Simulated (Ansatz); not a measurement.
**How much do the gradients of CO₂ depend on the method?**

Cell: a Materials Project structure (computed, not necessarily an observed phase).

```cif
data_CO2
_symmetry_space_group_name_H-M 'Pbcn'
_symmetry_Int_Tables_number 60
_cell_length_a 4.7845
_cell_length_b 6.3155
_cell_length_c 5.6789
_cell_angle_alpha 90.000
_cell_angle_beta 90.000
_cell_angle_gamma 90.000
loop_
_atom_site_label
_atom_site_type_symbol
_atom_site_symmetry_multiplicity
_atom_site_Wyckoff_symbol
_atom_site_fract_x
_atom_site_fract_y
_atom_site_fract_z
C C 4 c 0.5000 0.8530 0.7500
O O 8 d 0.7010 0.1463 0.1336
```

One atom of each set is listed.

First run. Method: Kohn–Sham DFT in Ansatz, PBE, plane waves and PAW, scalar-relativistic, 420 eV cutoff, Γ-centred 5×4×4 k-points, Fermi–Dirac smearing 0.02 eV.

```csv
site,V_zz (10²¹ V/m²),η
C,-2.92,0.01
O,7.09,0.03
```

Second run. The same atoms and settings, except that the gradients are read without the response of the frozen cores to their surroundings (frozen_core: stored), which the first run includes.

Question: Given the first result, estimate the second.

Answer: 

```
site   V_zz     η  change of V_zz
   C  -2.62  0.01           +0.30
   O   7.42  0.03           +0.33
```

The largest change of V_zz is on O, from 7.09 to 7.42. In per cent, |V_zz| changes by -10 on C, +5 on O (all sites that start above 0.5).
